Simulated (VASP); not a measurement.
# Sn (Im-3m) in VASP: notebook

Runs on Sn. Level: PBEsol. Tasks: single point.

Program: VASP 6.6.1. These are calculated values, not measurements. Logs are shortened: lines on timing, memory, paths and dates and some standing lists are left out, and cuts for length are marked.

## 1. The crystal as given

It takes space group Im-3m (No. 229, cubic). The conventional cell has a = 3.789 Å, b = 3.789 Å, c = 3.789 Å, α = 90.00°, β = 90.00°, γ = 90.00°. Sn (site symmetry m-3m) has 8 Sn at 3.28 Å as nearest neighbours.

This isn't the form of Sn at room conditions, which is tetragonal (white tin).

## 2. Single point, PBEsol

File INCAR:

```
SYSTEM = Sn
PREC = Accurate
ENCUT = 400
EDIFF = 1E-6
ISMEAR = -1
SIGMA = 0.1
LREAL = .False.
LASPH = .True.
NELM = 100
ALGO = Normal
ISIF = 2
LWAVE = .False.
LCHARG = .False.
GGA = PS
NBANDS = 13
ADDGRID = .False.
```

File KPOINTS:

```
Automatic mesh
0
Gamma
  5 5 5
  0 0 0
```

File POSCAR:

```
Sn
1.0
   -1.8946518192      1.8946518192      1.8946518192
    1.8946518192     -1.8946518192      1.8946518192
    1.8946518192      1.8946518192     -1.8946518192
Sn
1
Direct
    0.0000000000      0.0000000000      0.0000000000
```

Potentials or basis: VASP PAW PBE potentials, release 64 (Sn_d).

The run is started by

```sh
$ cat potpaw_PBE.64/Sn_d/POTCAR > POTCAR
$ mpirun -np 1 vasp_std > vasp.out
```

OUTCAR:

```text
SYSTEM = Sn
   PREC = Accurate
   ENCUT = 400
   EDIFF = 1E-6
   ISMEAR = -1
   LREAL = .False.
   LASPH = .True.
   NELM = 100
   ISIF = 2
   GGA = PS

 Found     10 irreducible k-points:

 Following reciprocal coordinates:
            Coordinates               Weight
  0.000000  0.000000  0.000000      1.000000
  0.200000  0.000000  0.000000     12.000000
  0.400000  0.000000  0.000000     12.000000
  0.200000  0.200000  0.000000     24.000000
  0.400000  0.200000 -0.000000     24.000000
  0.200000  0.200000  0.200000      8.000000
   k-points           NKPTS =     10   k-points in BZ     NKDIM =     10   number of bands    NBANDS=     13
   number of dos      NEDOS =    301   number of ions     NIONS =      1
   total plane-waves  NPLWV =  13824
   dimension x,y,z NGX =    24 NGY =   24 NGZ =   24
   dimension x,y,z NGXF=    48 NGYF=   48 NGZF=   48
   ions per type =               1
   NGX,Y,Z   is equivalent  to a cutoff of  12.16, 12.16, 12.16 a.u.
   NGXF,Y,Z  is equivalent  to a cutoff of  24.32, 24.32, 24.32 a.u.
 SYSTEM =  Sn
   PREC   = accura    normal or accurate (medium, high low for compatibility)
   ISTART =      0    job   : 0-new  1-cont  2-samecut
   ICHARG =      2    charge: 1-file 2-atom 10-const
   ISPIN  =      1    spin polarized calculation?
   LNONCOLLINEAR =      F non collinear calculations
   LSORBIT =      F    spin-orbit coupling
   LASPH  =      T    aspherical Exc in radial PAW
   ENCUT  =  400.0 eV  29.40 Ry    5.42 a.u.   5.35  5.35  5.35*2*pi/ulx,y,z
   NELM   =    100;   NELMIN=  2; NELMDL= -5     # of ELM steps
   EDIFF  = 0.1E-05   stopping-criterion for ELM
   LREAL  =      F    real-space projection
   EDIFFG = 0.1E-04   stopping-criterion for IOM
   NSW    =      0    number of steps for IOM
   IBRION =     -1    ionic relax: 0-MD 1-quasi-New 2-CG
   NFREE  =      0    steps in history (QN), initial steepest desc. (CG)
   ISIF   =      2    stress and relaxation
   ISYM   =      2    0-nonsym 1-usesym 2-fastsym
   POTIM  = 0.5000    time-step for ionic-motion
   TEBEG  =    0.0;   TEEND  =   0.0 temperature during run
   PSTRESS=    0.0 pullay stress
   NELECT =      14.0000    total number of electrons
   NUPDOWN=      -1.0000    fix difference up-down
   EMIN   =  10.00;   EMAX   =-10.00  energy-range for DOS
   EFERMI =   0.00;   METHOD = LEGACY
   ISMEAR =    -1;   SIGMA  =   0.10  broadening in eV -4-tet -1-fermi 0-gaus
   EFERMI_NEDOS =   21; number of points for ismear=-14 and -15
   IALGO  =     38    algorithm
   IMIX   =      4    mixing-type and parameters
     AMIX     =   0.40;   BMIX     =  1.00
     AMIX_MAG =   1.60;   BMIX_MAG =  1.00
  volume/ion in A,a.u.               =      27.20       183.59
  Fermi-wavevector in a.u.,A,eV,Ry     =   1.311902  2.479136 23.416813  1.721087
  Thomas-Fermi vector in A             =   2.442332
   LORBIT       =      0    0 simple, 1 ext, 2 COOP (PROOUT), +10 PAW based schemes
   GGA     = PS    functional components
   LHFCALC =     F    Hartree Fock is set to
   AEXX    =    0.0000 exact exchange contribution
   IVDW    =     0    specifies the selected vdW correction
   LEPSILON=     F    determine dielectric tensor
   LRPA    =     F    only Hartree local field effects (RPA)
 non-spin polarized calculation
  energy-cutoff  :      400.00
  volume of cell :       27.20
 maximum number of plane-waves:       531
 NGX is ok and might be reduce to    24
   NGX = 11   NGY = 11   NGZ = 11

 number of electron      13.9999996 magnetization

 Free energy of the ion-electron system (eV)
  ---------------------------------------------------
  ext. energy  EPLUGINS =         0.00000000
  ---------------------------------------------------
  free energy    TOTEN  =        -4.03829047 eV

  energy without entropy =       -3.95640968  energy(sigma->0) =       -3.99735008

 E-fermi :   7.9209     XC(G=0): -10.4945

 val. band max:        7.8099257908   @ k =   0.2000   0.2000   0.0000
 cond. band min:       7.9220180683   @ k =   0.2000   0.2000   0.2000
 fundamental gap:      0.1120922775
 Fermi energy:         7.9209388275

 k-point     1 :       0.0000    0.0000    0.0000
  band No.  band energies     occupation
      1     -13.4819      2.00000
      2     -13.4819      2.00000
      3     -13.4819      2.00000
      4     -13.3418      2.00000
      5     -13.3418      2.00000
      6      -3.1647      2.00000
      7      15.8731      0.00000
      8      15.8731      0.00000
      9      15.8731      0.00000
     10      20.0395      0.00000
     11      20.0395      0.00000
     12      20.0395      0.00000
     13      20.6736      0.00000

 k-point     2 :       0.2000    0.0000    0.0000
  band No.  band energies     occupation
      1     -13.4978      2.00000
      2     -13.4620      2.00000
      3     -13.4055      2.00000
      4     -13.3569      2.00000
      5     -13.3439      2.00000
      6      -2.2919      2.00000
      7      11.0044      0.00000
      8      13.7239      0.00000
      9      14.8593      0.00000
     10      17.2741      0.00000
     11      17.6483      0.00000
     12      19.8786      0.00000
     13      21.8965      0.00000

 k-point     3 :       0.4000    0.0000    0.0000
  band No.  band energies     occupation
      1     -13.5236      2.00000
      2     -13.4612      2.00000
      3     -13.3540      2.00000
      4     -13.3471      2.00000
      5     -13.2791      2.00000
      6       0.2698      2.00000
      7       5.1638      2.00000
      8      11.7864      0.00000
      9      13.5406      0.00000
     10      16.0223      0.00000
     11      16.3484      0.00000
     12      22.0287      0.00000
     13      23.3716      0.00000

 k-point     4 :       0.2000    0.2000    0.0000
  band No.  band energies     occupation
      1     -13.4968      2.00000
      2     -13.4487      2.00000
      3     -13.3657      2.00000
      4     -13.3537      2.00000
      5     -13.3203      2.00000
      6      -0.5609      2.00000
      7       7.8099      1.50431
      8       9.5352      0.00000
      9      12.9272      0.00000
     10      17.9310      0.00000
     11      18.4681      0.00000
     12      21.6165      0.00000
     13      23.0759      0.00000

 k-point     5 :       0.4000    0.2000   -0.0000
  band No.  band energies     occupation
      1     -13.5020      2.00000
      2     -13.4322      2.00000
      3     -13.3632      2.00000
      4     -13.3490      2.00000
      5     -13.2898      2.00000
      6       2.0073      2.00000
      7       4.2186      2.00000
      8       8.0154      0.55978
      9      12.1815      0.00000
     10      17.5394      0.00000
     11      20.6343      0.00000
     12      21.6753      0.00000
     13      21.8264      0.00000

 k-point     6 :       0.2000    0.2000    0.2000
  band No.  band energies     occupation
      1     -13.4542      2.00000
      2     -13.4542      2.00000
      3     -13.3480      2.00000
      4     -13.3480      2.00000
      5     -13.3386      2.00000
      6       1.7614      2.00000
      7       5.8397      2.00000
      8       7.9220      0.99460
      9       7.9220      0.99460
     10      23.6253      0.00000
     11      23.6253      0.00000
     12      24.6756      0.00000
     13      24.9057      0.00000

 [... further k-points ...]
[... 5 lines left out ...]
  --------------------------------------------------------------------------------------
  -------------------------------------------------------------------------------------
  Total        0.0922313      0.0922313      0.0922313      0.0000000      0.0000000      0.0000000
  in kB        5.4317599      5.4317599      5.4317599      0.0000000      0.0000000      0.0000000
  external PRESSURE =       5.4317599 kB  Pullay stress =       0.0000000 kB

 VOLUME and BASIS-vectors are now :
 -----------------------------------------------------------------------------
  energy-cutoff  :      400.00
  volume of cell :       27.20
      direct lattice vectors                 reciprocal lattice vectors
    -1.894651819  1.894651819  1.894651819     0.000000000  0.263900731  0.263900731
     1.894651819 -1.894651819  1.894651819     0.263900731  0.000000000  0.263900731
     1.894651819  1.894651819 -1.894651819     0.263900731  0.263900731  0.000000000

 POSITION                                       TOTAL-FORCE (eV/Angst)
 -----------------------------------------------------------------------------------
      0.00000      0.00000      0.00000         0.000000     -0.000000      0.000000
 -----------------------------------------------------------------------------------
    total drift:                               -0.000000      0.000000     -0.000000

  FREE ENERGIE OF THE ION-ELECTRON SYSTEM (eV)
  ---------------------------------------------------
  free  energy   TOTEN  =        -4.0382904742 eV

  energy  without entropy=       -3.9564096793  energy(sigma->0) =       -3.99735008
```

Wall time 3.1 s (1 thread of Intel Xeon Platinum 8375C at 2.90GHz (Ice Lake), shared host); peak memory 0.13 GiB.

The run converged, but some of its settings lie outside the range that counts as converged, so its numbers aren't taken as properties of the crystal.

What came out:

```
Free energy            : -4.0383 eV
Pressure               : 0.5 GPa
Band gap on the k mesh : none (metal or under the smearing width)
```

Caveat: the k mesh is coarse (spacing up to 0.47 Å⁻¹), so the values aren't converged; the PAW data sets were made with another functional, which shifts forces and pressure a little.

## 3. Single point, PBEsol

Edit INCAR of step 2 so:

```diff
@@ -2,3 +2,3 @@
 PREC = Accurate
-ENCUT = 400
+ENCUT = 250
 EDIFF = 1E-6
```

File KPOINTS:

```
Automatic mesh
0
Gamma
  7 7 7
  0 0 0
```

POSCAR is that of step 2.

Potentials or basis: VASP PAW PBE potentials, release 64 (Sn_d).

The run is started by

```sh
$ cat potpaw_PBE.64/Sn_d/POTCAR > POTCAR
$ mpirun -np 1 vasp_std > vasp.out
```

Run time: 2.8 s. Hardware: 1 thread of Intel Xeon Platinum 8375C at 2.90GHz (Ice Lake), shared host; peak memory 0.11 GiB.

The run converged, but some of its settings lie outside the range that counts as converged, so its numbers aren't taken as properties of the crystal.

What came out:

```
Free energy            : -4.2605 eV
Band gap on the k mesh : none (metal or under the smearing width)
```

Caveat: the cutoff is under 1.25 times the usual one of these potentials, so pressure, stress and relaxed cells hold a basis-set (Pulay) error; the PAW data sets were made with another functional, which shifts forces and pressure a little.

## 4. Single point, PBEsol

Edit INCAR of step 3 so:

```diff
@@ -2,3 +2,3 @@
 PREC = Accurate
-ENCUT = 250
+ENCUT = 500
 EDIFF = 1E-6
```

File KPOINTS:

```
Automatic mesh
0
Gamma
  5 5 5
  0 0 0
```

POSCAR is that of step 3.

Potentials or basis: VASP PAW PBE potentials, release 64 (Sn_d).

The run is started by

```sh
$ cat potpaw_PBE.64/Sn_d/POTCAR > POTCAR
$ mpirun -np 1 vasp_std > vasp.out
```

OUTCAR:

```text
SYSTEM = Sn
   PREC = Accurate
   ENCUT = 500
   EDIFF = 1E-6
   ISMEAR = -1
   LREAL = .False.
   LASPH = .True.
   NELM = 100
   ISIF = 2
   GGA = PS

 Found     10 irreducible k-points:

 Following reciprocal coordinates:
            Coordinates               Weight
  0.000000  0.000000  0.000000      1.000000
  0.200000  0.000000  0.000000     12.000000
  0.400000  0.000000  0.000000     12.000000
  0.200000  0.200000  0.000000     24.000000
  0.400000  0.200000 -0.000000     24.000000
  0.200000  0.200000  0.200000      8.000000
   k-points           NKPTS =     10   k-points in BZ     NKDIM =     10   number of bands    NBANDS=     13
   number of dos      NEDOS =    301   number of ions     NIONS =      1
   total plane-waves  NPLWV =  13824
   dimension x,y,z NGX =    24 NGY =   24 NGZ =   24
   dimension x,y,z NGXF=    48 NGYF=   48 NGZF=   48
   ions per type =               1
   NGX,Y,Z   is equivalent  to a cutoff of  12.16, 12.16, 12.16 a.u.
   NGXF,Y,Z  is equivalent  to a cutoff of  24.32, 24.32, 24.32 a.u.
 SYSTEM =  Sn
   PREC   = accura    normal or accurate (medium, high low for compatibility)
   ISTART =      0    job   : 0-new  1-cont  2-samecut
   ICHARG =      2    charge: 1-file 2-atom 10-const
   ISPIN  =      1    spin polarized calculation?
   LNONCOLLINEAR =      F non collinear calculations
   LSORBIT =      F    spin-orbit coupling
   LASPH  =      T    aspherical Exc in radial PAW
   ENCUT  =  500.0 eV  36.75 Ry    6.06 a.u.   5.98  5.98  5.98*2*pi/ulx,y,z
   NELM   =    100;   NELMIN=  2; NELMDL= -5     # of ELM steps
   EDIFF  = 0.1E-05   stopping-criterion for ELM
   LREAL  =      F    real-space projection
   EDIFFG = 0.1E-04   stopping-criterion for IOM
   NSW    =      0    number of steps for IOM
   IBRION =     -1    ionic relax: 0-MD 1-quasi-New 2-CG
   NFREE  =      0    steps in history (QN), initial steepest desc. (CG)
   ISIF   =      2    stress and relaxation
   ISYM   =      2    0-nonsym 1-usesym 2-fastsym
   POTIM  = 0.5000    time-step for ionic-motion
   TEBEG  =    0.0;   TEEND  =   0.0 temperature during run
   PSTRESS=    0.0 pullay stress
   NELECT =      14.0000    total number of electrons
   NUPDOWN=      -1.0000    fix difference up-down
   EMIN   =  10.00;   EMAX   =-10.00  energy-range for DOS
   EFERMI =   0.00;   METHOD = LEGACY
   ISMEAR =    -1;   SIGMA  =   0.10  broadening in eV -4-tet -1-fermi 0-gaus
   EFERMI_NEDOS =   21; number of points for ismear=-14 and -15
   IALGO  =     38    algorithm
   IMIX   =      4    mixing-type and parameters
     AMIX     =   0.40;   BMIX     =  1.00
     AMIX_MAG =   1.60;   BMIX_MAG =  1.00
  volume/ion in A,a.u.               =      27.20       183.59
  Fermi-wavevector in a.u.,A,eV,Ry     =   1.311902  2.479136 23.416813  1.721087
  Thomas-Fermi vector in A             =   2.442332
   LORBIT       =      0    0 simple, 1 ext, 2 COOP (PROOUT), +10 PAW based schemes
   GGA     = PS    functional components
   LHFCALC =     F    Hartree Fock is set to
   AEXX    =    0.0000 exact exchange contribution
   IVDW    =     0    specifies the selected vdW correction
   LEPSILON=     F    determine dielectric tensor
   LRPA    =     F    only Hartree local field effects (RPA)
 non-spin polarized calculation
  energy-cutoff  :      500.00
  volume of cell :       27.20
 maximum number of plane-waves:       700
   NGX = 11   NGY = 11   NGZ = 11

 number of electron      13.9999996 magnetization

 Free energy of the ion-electron system (eV)
  ---------------------------------------------------
  ext. energy  EPLUGINS =         0.00000000
  ---------------------------------------------------
  free energy    TOTEN  =        -4.03836515 eV

  energy without entropy =       -3.95648574  energy(sigma->0) =       -3.99742544

 E-fermi :   7.9208     XC(G=0): -10.4945

 val. band max:        7.8098067355   @ k =   0.2000   0.2000   0.0000
 cond. band min:       7.9219282737   @ k =   0.2000   0.2000   0.2000
 fundamental gap:      0.1121215381
 Fermi energy:         7.9208323680

 k-point     1 :       0.0000    0.0000    0.0000
  band No.  band energies     occupation
      1     -13.4822      2.00000
      2     -13.4822      2.00000
      3     -13.4822      2.00000
      4     -13.3421      2.00000
      5     -13.3421      2.00000
      6      -3.1648      2.00000
      7      15.8730      0.00000
      8      15.8730      0.00000
      9      15.8730      0.00000
     10      20.0395      0.00000
     11      20.0395      0.00000
     12      20.0395      0.00000
     13      20.6732      0.00000
[... 65 lines left out ...]
 k-point     6 :       0.2000    0.2000    0.2000
  band No.  band energies     occupation
      1     -13.4546      2.00000
      2     -13.4546      2.00000
      3     -13.3484      2.00000
      4     -13.3484      2.00000
      5     -13.3390      2.00000
      6       1.7613      2.00000
      7       5.8396      2.00000
      8       7.9219      0.99452
      9       7.9219      0.99452
     10      23.6250      0.00000
     11      23.6250      0.00000
     12      24.6740      0.00000
     13      24.9024      0.00000

 [... further k-points ...]
[... 5 lines left out ...]
  --------------------------------------------------------------------------------------
  -------------------------------------------------------------------------------------
  Total        0.0949451      0.0949451      0.0949451      0.0000000      0.0000000      0.0000000
  in kB        5.5915867      5.5915867      5.5915867      0.0000000      0.0000000      0.0000000
  external PRESSURE =       5.5915867 kB  Pullay stress =       0.0000000 kB

 VOLUME and BASIS-vectors are now :
 -----------------------------------------------------------------------------
  energy-cutoff  :      500.00
  volume of cell :       27.20
      direct lattice vectors                 reciprocal lattice vectors
    -1.894651819  1.894651819  1.894651819     0.000000000  0.263900731  0.263900731
     1.894651819 -1.894651819  1.894651819     0.263900731  0.000000000  0.263900731
     1.894651819  1.894651819 -1.894651819     0.263900731  0.263900731  0.000000000

 POSITION                                       TOTAL-FORCE (eV/Angst)
 -----------------------------------------------------------------------------------
      0.00000      0.00000      0.00000         0.000000     -0.000000     -0.000000
 -----------------------------------------------------------------------------------
    total drift:                                0.000000      0.000000      0.000000

  FREE ENERGIE OF THE ION-ELECTRON SYSTEM (eV)
  ---------------------------------------------------
  free  energy   TOTEN  =        -4.0383651502 eV

  energy  without entropy=       -3.9564857372  energy(sigma->0) =       -3.99742544
```

Wall time 3.1 s (1 thread of Intel Xeon Platinum 8375C at 2.90GHz (Ice Lake), shared host); peak memory 0.13 GiB.

The run converged, but some of its settings lie outside the range that counts as converged, so its numbers aren't taken as properties of the crystal.

What came out:

```
Free energy            : -4.0384 eV
Pressure               : 0.6 GPa
Band gap on the k mesh : none (metal or under the smearing width)
```

Caveat: the k mesh is coarse (spacing up to 0.47 Å⁻¹), so the values aren't converged; the PAW data sets were made with another functional, which shifts forces and pressure a little.

[end of part 1 of 2]
